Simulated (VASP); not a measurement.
# CdTe (F-43m) in VASP: a series of runs, part 2 of 2

VASP 6.6.1.

### 3 Single point, PBE (volume changed by -6%)

INCAR

```
ALGO = Normal
EDIFF = 1E-6
ENCUT = 520
GGA = PE
ISIF = 2
ISMEAR = 0
LASPH = True
LCHARG = True
LELF = True
LREAL = False
LVHAR = True
LWAVE = False
NBANDS = 16
NELM = 100
PREC = Accurate
SIGMA = 0.01
```

KPOINTS

```
k-points
0
Gamma
  6 6 6
```

POSCAR

```
CdTe
1.0
    0.0000000000      3.2415091721      3.2415091721
    3.2415091721      0.0000000000      3.2415091721
    3.2415091721      3.2415091721      0.0000000000
Cd Te
1 1
Direct
    0.0000000000      0.0000000000      0.0000000000
    0.2500000000      0.2500000000      0.2500000000
```

Potentials or basis: VASP PAW PBE potentials, release 64 (Cd, Te).

Command:

```
> cat potpaw_PBE.64/Cd/POTCAR potpaw_PBE.64/Te/POTCAR > POTCAR
> mpirun -np 1 vasp_std > vasp.out
```

OUTCAR:

```text
EDIFF = 1E-6
   ENCUT = 520
   GGA = PE
   ISIF = 2
   ISMEAR = 0
   LASPH = True
   LREAL = False
   NELM = 100
   PREC = Accurate

 ion  position               nearest neighbor table
   1  0.000  0.000  0.000-   2 2.81   2 2.81   2 2.81   2 2.81
   2  0.250  0.250  0.250-   1 2.81   1 2.81   1 2.81   1 2.81

  LATTYP: Found a face centered cubic cell.
 ALAT       =     6.4830183442

  Lattice vectors:

 A1 = (   0.0000000000,   3.2415091721,   3.2415091721)
 A2 = (   3.2415091721,   0.0000000000,   3.2415091721)
 A3 = (   3.2415091721,   3.2415091721,   0.0000000000)

Analysis of symmetry for initial positions (statically):
=====================================================================
 Subroutine PRICEL returns:
 Original cell was already a primitive cell.

 Routine SETGRP: Setting up the symmetry group for a
 face centered cubic supercell.

 Subroutine GETGRP returns: Found 24 space group operations
 (whereof 24 operations were pure point group operations)
 out of a pool of 48 trial point group operations.

The static configuration has the point symmetry T_d .

Analysis of symmetry for dynamics (positions and initial velocities):
=====================================================================
 Subroutine PRICEL returns:
 Original cell was already a primitive cell.

 Routine SETGRP: Setting up the symmetry group for a
 face centered cubic supercell.

 Subroutine GETGRP returns: Found 24 space group operations
 (whereof 24 operations were pure point group operations)
 out of a pool of 48 trial point group operations.

The dynamic configuration has the point symmetry T_d .

 Subroutine INISYM returns: Found 24 space group operations
 (whereof 24 operations are pure point group operations),
 and found     1 'primitive' translations

----------------------------------------------------------------------------------------

                                     Primitive cell

  volume of cell :      68.1195

  direct lattice vectors                    reciprocal lattice vectors
     0.000000000  3.241509172  3.241509172    -0.154249139  0.154249139  0.154249139
     3.241509172  0.000000000  3.241509172     0.154249139 -0.154249139  0.154249139
     3.241509172  3.241509172  0.000000000     0.154249139  0.154249139 -0.154249139

  length of vectors
     4.584186234  4.584186234  4.584186234     0.267167346  0.267167346  0.267167346

  position of ions in fractional coordinates (direct lattice)
     0.000000000  0.000000000  0.000000000
     0.250000000  0.250000000  0.250000000

  ion indices of the primitive-cell ions
   primitive index   ion index
                 1           1
                 2           2

----------------------------------------------------------------------------------------

 KPOINTS: k-points

Automatic generation of k-mesh.
 Grid dimensions read from file:
 generate k-points for:    6    6    6

 Generating k-lattice:

  Cartesian coordinates                     Fractional coordinates (reciprocal lattice)
    -0.025708190  0.025708190  0.025708190     0.166666667  0.000000000  0.000000000
     0.025708190 -0.025708190  0.025708190     0.000000000  0.166666667  0.000000000
     0.025708190  0.025708190 -0.025708190     0.000000000  0.000000000  0.166666667

  Length of vectors
     0.044527891  0.044527891  0.044527891

  Shift w.r.t. Gamma in fractional coordinates (k-lattice)
     0.000000000  0.000000000  0.000000000

 Subroutine IBZKPT returns following result:
 ===========================================

 Found     16 irreducible k-points:

 Following reciprocal coordinates:
            Coordinates               Weight
  0.000000  0.000000  0.000000      1.000000
  0.166667  0.000000  0.000000      8.000000
  0.333333  0.000000  0.000000      8.000000
  0.500000  0.000000  0.000000      4.000000
  0.166667  0.166667  0.000000      6.000000
  0.333333  0.166667  0.000000     24.000000
[... 8 lines left out ...]
 -0.333333  0.333333  0.166667     24.000000
 -0.333333  0.500000  0.166667     12.000000
   k-points           NKPTS =     16   k-points in BZ     NKDIM =     16   number of bands    NBANDS=     16
   number of dos      NEDOS =    301   number of ions     NIONS =      2
   total plane-waves  NPLWV =  46656
   dimension x,y,z NGX =    36 NGY =   36 NGZ =   36
   dimension x,y,z NGXF=    72 NGYF=   72 NGZF=   72
   ions per type =               1   1
   NGX,Y,Z   is equivalent  to a cutoff of  13.06, 13.06, 13.06 a.u.
   NGXF,Y,Z  is equivalent  to a cutoff of  26.11, 26.11, 26.11 a.u.
 SYSTEM =  unknown system
   PREC   = accura    normal or accurate (medium, high low for compatibility)
   ISTART =      0    job   : 0-new  1-cont  2-samecut
   ICHARG =      2    charge: 1-file 2-atom 10-const
   ISPIN  =      1    spin polarized calculation?
   LNONCOLLINEAR =      F non collinear calculations
   LSORBIT =      F    spin-orbit coupling
   LASPH  =      T    aspherical Exc in radial PAW
   ENCUT  =  520.0 eV  38.22 Ry    6.18 a.u.   8.52  8.52  8.52*2*pi/ulx,y,z
   NELM   =    100;   NELMIN=  2; NELMDL= -5     # of ELM steps
   EDIFF  = 0.1E-05   stopping-criterion for ELM
   LREAL  =      F    real-space projection
   EDIFFG = 0.1E-04   stopping-criterion for IOM
   NSW    =      0    number of steps for IOM
   IBRION =     -1    ionic relax: 0-MD 1-quasi-New 2-CG
   NFREE  =      0    steps in history (QN), initial steepest desc. (CG)
   ISIF   =      2    stress and relaxation
   ISYM   =      2    0-nonsym 1-usesym 2-fastsym
   POTIM  = 0.5000    time-step for ionic-motion
   TEBEG  =    0.0;   TEEND  =   0.0 temperature during run
   PSTRESS=    0.0 pullay stress
   NELECT =      18.0000    total number of electrons
   NUPDOWN=      -1.0000    fix difference up-down
   EMIN   =  10.00;   EMAX   =-10.00  energy-range for DOS
   EFERMI =   0.00;   METHOD = LEGACY
   ISMEAR =     0;   SIGMA  =   0.01  broadening in eV -4-tet -1-fermi 0-gaus
   EFERMI_NEDOS =   21; number of points for ismear=-14 and -15
   IALGO  =     38    algorithm
   IMIX   =      4    mixing-type and parameters
     AMIX     =   0.40;   BMIX     =  1.00
     AMIX_MAG =   1.60;   BMIX_MAG =  1.00
  volume/ion in A,a.u.               =      34.06       229.85
  Fermi-wavevector in a.u.,A,eV,Ry     =   1.050530  1.985214 15.015567  1.103613
  Thomas-Fermi vector in A             =   2.185537
   LORBIT       =      0    0 simple, 1 ext, 2 COOP (PROOUT), +10 PAW based schemes
   GGA     = PE    functional components
   LHFCALC =     F    Hartree Fock is set to
   AEXX    =    0.0000 exact exchange contribution
   IVDW    =     0    specifies the selected vdW correction
   LEPSILON=     F    determine dielectric tensor
   LRPA    =     F    only Hartree local field effects (RPA)
 non-spin polarized calculation
 Gauss-broadening in eV      SIGMA  =   0.01
  energy-cutoff  :      520.00
  volume of cell :       68.12
 maximum number of plane-waves:      1853
 NGX is ok and might be reduce to    36
   NGX = 17   NGY = 17   NGZ = 17

 number of electron      17.9999997 magnetization

 Free energy of the ion-electron system (eV)
  ---------------------------------------------------
  ext. energy  EPLUGINS =         0.00000000
  ---------------------------------------------------
  free energy    TOTEN  =        -4.77107712 eV

  energy without entropy =       -4.77107712  energy(sigma->0) =       -4.77107712

 E-fermi :   2.4482     XC(G=0):  -8.5791

 val. band max:        2.3410409541   @ k =   0.0000   0.0000   0.0000
 cond. band min:       3.1082863924   @ k =   0.0000   0.0000   0.0000
 fundamental gap:      0.7672454383
 Fermi energy:         2.4482088882

 k-point     1 :       0.0000    0.0000    0.0000
  band No.  band energies     occupation
      1      -8.8262      2.00000
      2      -5.9450      2.00000
      3      -5.9450      2.00000
      4      -5.9450      2.00000
      5      -5.6855      2.00000
      6      -5.6855      2.00000
[... 8 lines left out ...]
     15      11.6957      0.00000
     16      11.6957      0.00000
[... 267 lines left out ...]
 k-point    16 :      -0.3333    0.5000    0.1667
  band No.  band energies     occupation
      1      -8.3122      2.00000
      2      -5.8141      2.00000
      3      -5.8131      2.00000
      4      -5.7328      2.00000
      5      -5.6727      2.00000
      6      -5.1324      2.00000
[... 8 lines left out ...]
     15      13.4033      0.00000
     16      13.7146      0.00000

------------------------ aborting loop because EDIFF is reached ----------------------------------------

  FORCE on cell =-STRESS in cart. coord.  units (eV):
  Direction    XX          YY          ZZ          XY          YZ          ZX
  --------------------------------------------------------------------------------------
  -------------------------------------------------------------------------------------
  Total        1.1401575      1.1401575      1.1401575      0.0000000      0.0000000     -0.0000000
  in kB       26.8165977     26.8165977     26.8165977      0.0000000      0.0000000     -0.0000000
  external PRESSURE =      26.8165977 kB  Pullay stress =       0.0000000 kB

 VOLUME and BASIS-vectors are now :
 -----------------------------------------------------------------------------
  energy-cutoff  :      520.00
  volume of cell :       68.12
      direct lattice vectors                 reciprocal lattice vectors
     0.000000000  3.241509172  3.241509172    -0.154249139  0.154249139  0.154249139
     3.241509172  0.000000000  3.241509172     0.154249139 -0.154249139  0.154249139
     3.241509172  3.241509172  0.000000000     0.154249139  0.154249139 -0.154249139

 POSITION                                       TOTAL-FORCE (eV/Angst)
 -----------------------------------------------------------------------------------
      0.00000      0.00000      0.00000         0.000000      0.000000      0.000000
      1.62075      1.62075      1.62075        -0.000000     -0.000000     -0.000000
 -----------------------------------------------------------------------------------
    total drift:                               -0.000000     -0.000000     -0.000000

  FREE ENERGIE OF THE ION-ELECTRON SYSTEM (eV)
  ---------------------------------------------------
  free  energy   TOTEN  =        -4.7710771248 eV

  energy  without entropy=       -4.7710771248  energy(sigma->0) =       -4.77107712
```

OSZICAR:

```text
N       E                     dE             d eps       ncg     rms          rms(c)
DAV:   1     0.976267397086E+02    0.97627E+02   -0.81893E+03   512   0.972E+02
DAV:   2    -0.147913403628E+01   -0.99106E+02   -0.94644E+02   624   0.236E+02
DAV:   3    -0.496855094223E+01   -0.34894E+01   -0.34852E+01   624   0.457E+01
DAV:   4    -0.500175573191E+01   -0.33205E-01   -0.33203E-01   776   0.385E+00
DAV:   5    -0.500186091882E+01   -0.10519E-03   -0.10519E-03   656   0.185E-01    0.560E+00
DAV:   6    -0.478547481340E+01    0.21639E+00   -0.36981E-01   600   0.733E+00    0.457E+00
DAV:   7    -0.476973277491E+01    0.15742E-01   -0.10770E-01   584   0.214E+00    0.174E+00
DAV:   8    -0.477065642768E+01   -0.92365E-03   -0.10972E-02   592   0.119E+00    0.473E-01
DAV:   9    -0.477097856389E+01   -0.32214E-03   -0.94747E-04   592   0.325E-01    0.112E-01
DAV:  10    -0.477103925721E+01   -0.60693E-04   -0.11349E-04   648   0.101E-01    0.558E-02
DAV:  11    -0.477107803231E+01   -0.38775E-04   -0.76945E-05   568   0.576E-02    0.361E-02
DAV:  12    -0.477107712480E+01    0.90751E-06   -0.29955E-06   632   0.147E-02
   1 F= -.47710771E+01 E0= -.47710771E+01  d E =-.103615E-53
```

stdout:

```text
POSCAR found type information on POSCAR CdTe
 POSCAR found :  2 types and       2 ions
 scaLAPACK will be used
 LDA part: xc-table for (Slater+PW92), standard interpolation
 POSCAR, INCAR and KPOINTS ok, starting setup
 FFT: planning ... GRIDC
 FFT: planning ... GRID_SOFT
 FFT: planning ... GRID
 WAVECAR not read
 entering main loop
```

It took 16 s on 1 thread of Intel Xeon Platinum 8488C (Sapphire Rapids), shared host; peak memory 0.2 GiB.

What came out:

| Quantity | Value |
| --- | --- |
| Free energy | -4.7711 eV |
| Pressure | 2.7 GPa |
| Band gap on the k mesh | 0.77 eV, direct |

Caveat: the cell differs from its parent crystal (volume changed by -6%); spin-orbit coupling is left out, which moves the levels of the heavy elements.

### 4 Single point, PBE (volume changed by -3%)

INCAR

```
SYSTEM = CdTe
PREC = Accurate
ENCUT = 520
EDIFF = 1E-6
ISMEAR = 0
SIGMA = 0.01
LREAL = .False.
LASPH = .True.
NELM = 60
ALGO = Normal
ISIF = 2
LWAVE = .False.
LCHARG = .False.
GGA = PE
NBANDS = 16
```

KPOINTS

```
regular mesh
0
Gamma
  6 6 6
  0 0 0
```

POSCAR

```
CdTe
1.0
    0.0000000000      3.2756328289      3.2756328289
    3.2756328289      0.0000000000      3.2756328289
    3.2756328289      3.2756328289      0.0000000000
Cd Te
1 1
Direct
    0.0000000000      0.0000000000      0.0000000000
    0.2500000000      0.2500000000      0.2500000000
```

Command:

```
> cat potpaw_PBE.64/Cd/POTCAR potpaw_PBE.64/Te/POTCAR > POTCAR
> mpirun -np 1 vasp_std > vasp.out
```

Wall time 16 s (1 thread of Intel Xeon Platinum 8488C (Sapphire Rapids), shared host); peak memory 0.2 GiB.

It converged, with:

```
Free energy            : -4.7977 eV
Pressure               : 1.3 GPa
Band gap on the k mesh : 0.67 eV, direct
```

Levels at points of the mesh, in eV from the valence-band top:
```
           k point  band 6  band 7  band 8  band 9  band 10  band 11  band 12  band 13
(0.00, 0.00, 0.00)   -7.95    0.00    0.00    0.00     0.67     4.62     4.62     4.62
(0.50, 0.00, 0.00)   -7.62   -4.24   -0.73   -0.73     1.79     5.20     5.20     7.05
(0.50, 0.50, 0.00)   -7.49   -4.15   -1.76   -1.76     2.67     2.68     8.67     8.97
```

Caveat: the cell differs from its parent crystal (volume changed by -3%); spin-orbit coupling is left out, which moves the levels of the heavy elements.

### 5 Single point, PBE

This run uses another cell than the first one, of 36.23 Å³/atom, 1.027 times its volume.

INCAR

```
PREC = Accurate
ENCUT = 520
EDIFF = 1E-6
ISMEAR = 0
SIGMA = 0.01
LREAL = False
LASPH = True
NELM = 60
ALGO = Normal
ISIF = 2
LWAVE = False
LCHARG = False
GGA = PE
NBANDS = 16
```

KPOINTS

```
regular mesh
0
Gamma
  6 6 6
```

POSCAR

```
CdTe
1.0
    0.0000000000      3.3090599624      3.3090599624
    3.3090599624      0.0000000000      3.3090599624
    3.3090599624      3.3090599624      0.0000000000
Cd Te
1 1
Direct
    0.0000000000      0.0000000000      0.0000000000
    0.2500000000      0.2500000000      0.2500000000
```

Potentials or basis: VASP PAW PBE potentials, release 64 (Cd, Te).

Command:

```
> cat potpaw_PBE.64/Cd/POTCAR potpaw_PBE.64/Te/POTCAR > POTCAR
> mpirun -np 1 vasp_std > vasp.out
```

OUTCAR:

```text
PREC = Accurate
   ENCUT = 520
   EDIFF = 1E-6
   ISMEAR = 0
   LREAL = False
   LASPH = True
   NELM = 60
   ISIF = 2
   GGA = PE

 ion  position               nearest neighbor table
   1  0.000  0.000  0.000-   2 2.87   2 2.87   2 2.87   2 2.87
   2  0.250  0.250  0.250-   1 2.87   1 2.87   1 2.87   1 2.87

  LATTYP: Found a face centered cubic cell.
 ALAT       =     6.6181199248

  Lattice vectors:

 A1 = (   0.0000000000,   3.3090599624,   3.3090599624)
 A2 = (   3.3090599624,   0.0000000000,   3.3090599624)
 A3 = (   3.3090599624,   3.3090599624,   0.0000000000)

Analysis of symmetry for initial positions (statically):
=====================================================================
 Subroutine PRICEL returns:
 Original cell was already a primitive cell.

 Routine SETGRP: Setting up the symmetry group for a
 face centered cubic supercell.

 Subroutine GETGRP returns: Found 24 space group operations
 (whereof 24 operations were pure point group operations)
 out of a pool of 48 trial point group operations.

The static configuration has the point symmetry T_d .

[... 149 lines left out ...]
  energy without entropy =       -4.80704538  energy(sigma->0) =       -4.80704538

 E-fermi :   1.8999     XC(G=0):  -8.3078

 val. band max:        1.8006035569   @ k =   0.0000   0.0000   0.0000
 cond. band min:       2.3816876979   @ k =   0.0000   0.0000   0.0000
 fundamental gap:      0.5810841410
 Fermi energy:         1.8999409070

 k-point     1 :       0.0000    0.0000    0.0000
  band No.  band energies     occupation
      1      -9.0328      2.00000
      2      -6.2931      2.00000
      3      -6.2931      2.00000
      4      -6.2931      2.00000
      5      -6.0766      2.00000
      6      -6.0766      2.00000
[... 281 lines left out ...]
      3      -6.1817      2.00000
      4      -6.1147      2.00000
      5      -6.0652      2.00000
      6      -5.6046      2.00000
[... 8 lines left out ...]
     15      12.6093      0.00000
     16      12.9482      0.00000

------------------------ aborting loop because EDIFF is reached ----------------------------------------

  FORCE on cell =-STRESS in cart. coord.  units (eV):
  Direction    XX          YY          ZZ          XY          YZ          ZX
  --------------------------------------------------------------------------------------
  -------------------------------------------------------------------------------------
  Total        0.0582661      0.0582661      0.0582661      0.0000000     -0.0000000      0.0000000
  in kB        1.2881984      1.2881984      1.2881984      0.0000000     -0.0000000      0.0000000
  external PRESSURE =       1.2881984 kB  Pullay stress =       0.0000000 kB

 VOLUME and BASIS-vectors are now :
 -----------------------------------------------------------------------------
  energy-cutoff  :      520.00
  volume of cell :       72.47
      direct lattice vectors                 reciprocal lattice vectors
     0.000000000  3.309059962  3.309059962    -0.151100314  0.151100314  0.151100314
     3.309059962  0.000000000  3.309059962     0.151100314 -0.151100314  0.151100314
     3.309059962  3.309059962  0.000000000     0.151100314  0.151100314 -0.151100314

 POSITION                                       TOTAL-FORCE (eV/Angst)
 -----------------------------------------------------------------------------------
      0.00000      0.00000      0.00000        -0.000000     -0.000000     -0.000000
      1.65453      1.65453      1.65453         0.000000      0.000000      0.000000
 -----------------------------------------------------------------------------------
    total drift:                               -0.000000     -0.000000     -0.000001

  FREE ENERGIE OF THE ION-ELECTRON SYSTEM (eV)
  ---------------------------------------------------
  free  energy   TOTEN  =        -4.8070453806 eV

  energy  without entropy=       -4.8070453806  energy(sigma->0) =       -4.80704538
```

Run time: 16 s. Hardware: 1 thread of Intel Xeon Platinum 8488C (Sapphire Rapids), shared host; peak memory 0.21 GiB.

What came out:

- Free energy: -4.8070 eV
- Pressure: 0.1 GPa
- Band gap on the k mesh: 0.58 eV, direct

Caveat: spin-orbit coupling is left out, which moves the levels of the heavy elements.

### 6 The runs side by side

```tsv
cell	gap on the mesh (eV)	pressure (GPa)
a = 4.638 Å, angles 60.0°, 2 atoms	0.66	1.1
a = 4.584 Å, angles 60.0°, 2 atoms	0.77	2.7
a = 4.632 Å, angles 60.0°, 2 atoms	0.67	1.3
a = 4.680 Å, angles 60.0°, 2 atoms	0.58	0.1
```

Alike in all rows: task single point; level PBE; potentials or basis VASP PAW PBE potentials, release 64 (Cd, Te); no spin polarisation; k mesh 6 × 6 × 6; cutoff (eV) 520; smearing gaussian 0.01 eV.

Caveats: spin-orbit coupling is left out, which moves the levels of the heavy elements.

Absolute energies hang on the potentials; compare differences alone.

### 7 Against experiment

Step 2. A measured gap of CdTe is 1.607 eV (0 K; a printed reference work, data compilation); the calculated 0.66 eV misses it by -0.95 eV. Spin-orbit coupling on Cd, Te is left out. The value is that of PBE, without temperature or zero-point motion. Semilocal functionals fall short of measured gaps as a rule.

Step 5. Measured gap of CdTe: 1.607 eV (0 K; a printed reference work, data compilation). This calculation gives 0.58 eV (-1.03 eV). So large a miss can be the level of theory's own, or it may mean another phase, state or a wrong row. Spin-orbit coupling on Cd, Te is left out. The value is that of PBE, without temperature or zero-point motion. Semilocal functionals fall short of measured gaps as a rule.
